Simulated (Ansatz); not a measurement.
# GaSb3: a trial structure relaxed, part 2 of 2

The task: take a trial cell of GaSb3 to zero force and stress.

Ansatz 0.2.0; DFT PBE, scalar-relativistic, plane waves, PAW.

## (4) Relaxation on the finer mesh

The end of the coarse run is made exact in the group found at a tolerance of 0.06 Å and reduced to its primitive cell.

Input file input.yaml:

```yaml
crystal:
  lattice:
    - [-3.0164291551, 3.0164291551, 3.0164291551]
    - [3.0164291551, -3.0164291551, 3.0164291551]
    - [3.0164291551, 3.0164291551, -3.0164291551]
  atoms:
    - { symbol: Ga, position: [0.0, 0.0, 0.0] }
    - { symbol: Sb, position: [0.0, 0.5, 0.5] }
    - { symbol: Sb, position: [0.5, 0.0, 0.5] }
    - { symbol: Sb, position: [0.5, 0.5, 0.0] }
basis:
  ecutwfc: 420
kpoints:
  mp_grid: { grid: [12, 12, 12] }
hamiltonian:
  xc: pbe
scf:
  occupations: { method: gaussian, width: 0.1 }
output:
  forces: true
  stress: true
  eigenvalues: true
relax:
  adjacent_minimum: "off"
  f_tol: 0.01
  max_steps: 80
  cell: { stress_tol: 0.05 }
```

Run with:

```
> ansatz run input.yaml --threads 1 --pin off --max-ram 2560MiB --backend cpu --events-out ev --progress --plain --runs-dir out
```

Log, shortened:

```text
Warning: RAYON_NUM_THREADS=1 ignored (pool sized by the plan → 1); use --threads N
[...]
Pseudopotentials: kind: paw
Pseudopotential: Ga, paw, valence charge 13, recommended cutoff 420 eV (normal), Ga.paw.azcp
Pseudopotential: Sb, paw, valence charge 15, recommended cutoff 420 eV (normal), Sb.paw.azcp
Functional definition: PBE
[...]
Crystal: 4 atoms, lattice volume = 109.784 Å³
Basis set: ecut = 420 eV, 2123 PW (Γ), exchange–correlation on 72×72×72 points (8 copies of the dense FFT grid, shifted against one another)
Bands: 35, of which v1, the nominal top of the filled ones, is band 29 counted from 1 (28 counted from 0)
Symmetry: 48 space group operations
Space group: Im-3m (ITA 229), of the structure as read, at distance tolerance 4.8e-5 Å
k-points: 72 of 1728
[...]
SCF iter   1: F=—  HF=-23236.213094 eV  |F-HF|=—  |Δ(HF+E_count)|=         —  Δρ=9.31e-4  dr2=1.10e-3  ethr=1.77e-3  ⟨swp⟩=6.5  Hψ=10372  notcnv=0  defer=3
[...]
--- Stress (GPa, compression-positive) ---
       -0.002332      -0.000000       0.000000
        0.000000      -0.002332      -0.000000
        0.000000      -0.000000      -0.002332
  P = ⅓ Tr σ = -0.0023 GPa (-0.023 kbar)
--- Band table (eV; the first three rows and the last of 72) ---
[...]
--- Relaxed structure (3 steps of the walk, 3 accepted, 1 SCFs on fresh bases) ---
  F+E_penalty+E_count = -23236.21145234 eV   max|allowed force component| = 2.457e-29 eV/Å   (the final SCF, on the basis selected at the relaxed cell)
  cell:  # Å, volume = 110.3590 Å³
    - [-3.0216850923962832, 3.0216850923962832, 3.0216850923962832]
    - [3.0216850923962832, -3.0216850923962832, 3.0216850923962832]
    - [3.0216850923962832, 3.0216850923962832, -3.0216850923962832]
  atoms:
    - { symbol: Ga, position: [-3.1591462556066367e-36, -4.236581399627923e-34, -2.6387184777094705e-34] }
    - { symbol: Sb, position: [1.1071906495605566e-34, 0.5, 0.5] }
    - { symbol: Sb, position: [0.5, 1.0410136170227731e-35, 0.5] }
    - { symbol: Sb, position: [0.5, 0.5, 2.52543726045665e-35] }
```

Wall time 70 s (1 thread of Intel Xeon at 2.70GHz, shared host); peak memory 0.54 GiB.

Step by step:

```
step  energy from step 1 (eV/cell)  largest force component (eV/Å)  pressure (GPa)  volume (Å³)
   1                        0.0000                          0.0000            0.28       109.78
   2                       -0.0001                          0.0000           -0.17       110.72
   3                       -0.0004                          0.0000            0.00       110.36
   4                       -0.0005                          0.0000            0.00       110.36
```

Step 1 is the start. Step 4 repeats the geometry before it on a plane-wave basis chosen anew for that cell, so its energy need not be comparable with the rows above.

Lengths and angles in the start's conventional setting:

|  | before | after | change |
| --- | --- | --- | --- |
| a (Å) | 6.033 | 6.043 | +0.2 % |
| b (Å) | 6.033 | 6.043 | +0.2 % |
| c (Å) | 6.033 | 6.043 | +0.2 % |
| volume (Å³/atom) | 27.45 | 27.59 | +0.5 % |
| shortest distance (Å) | 3.016 | 3.022 | +0.2 % |
| space group (0.01 Å) | Im-3m | Im-3m | same |

Forces and stress were held to the start's 48 operations: a distortion of lower symmetry was not tested.

## (5) What came out

This closing draws on all 2 parts. Changes of volume or cell count from the first structure of part 1.

| quantity | value |
| --- | --- |
| symmetry at the end (tolerance 0.05 Å) | space group Im-3m (No. 229) |
| conventional cell | a = 6.043 Å, b = 6.043 Å, c = 6.043 Å, α = 90.00°, β = 90.00°, γ = 90.00° |
| volume | 27.59 Å³/atom |
| energy over the elements | +0.07 eV/atom |
| gap on the mesh | none (metal) |

**Reading.** The space group Im-3m (No. 229) is kept, and the volume per atom shrinks by 17.7 % from the first guess. With a positive formation energy it can't be a ground state. No finished test with a distortion of lower symmetry is shown, so the end may be a saddle point. Spin-orbit coupling is left out for Sb.
